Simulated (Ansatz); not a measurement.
**Two-dimensional strain map in HfS2**

These are results of Ansatz, DFT PBEsol, scalar-relativistic, plane waves, PAW, not measurements. The runs took a 420 eV cutoff, a Γ-centred 9×9×6 mesh and Gaussian smearing (0.05 eV). Spin–orbit coupling is left out, which can shift energies with elements as heavy as these. No spin polarisation. Energies are free energies at this smearing, counted from the undisturbed cell; pressure is positive in compression.

The starting cell (as given, not relaxed at this level; it stands at -1.5 GPa):

```
Hf S
1.0
     3.63966    0.00000    0.00000
    -1.81983    3.15204    0.00000
     0.00000    0.00000    6.05556
Hf S
1 2
Direct
  0.00000 0.00000 0.00000
  0.66667 0.33333 0.76395
  0.33333 0.66667 0.23605
```

The cell holds layers and no dispersion correction was added, so their binding is poorly described.

The cell is strained by p along both x and y and by q along z, fractional coordinates fixed. Points are written (p, q).

Energy above the undisturbed cell in meV/atom (a dash: not computed):

| p \ q | -0.030 | -0.015 | 0.000 | 0.015 | 0.030 |
| --- | --- | --- | --- | --- | --- |
| -0.030 | 39.7 | 24.5 | ? | 7.3 | 5.1 |
| -0.015 | 14.3 | – | ? | – | -0.8 |
| 0.000 | 6.1 | 1.1 | 0.0 | ? | 8.8 |
| 0.015 | 13.6 | – | 16.0 | – | 32.3 |
| 0.030 | ? | 38.6 | 45.3 | – | 68.3 |

(1) Fill in the withheld energies.

## Answers

(1) (-0.030, 0.000): 13.7; (-0.015, 0.000): -1.3; (0.000, 0.015): 2.6; (0.030, -0.030): 35.1.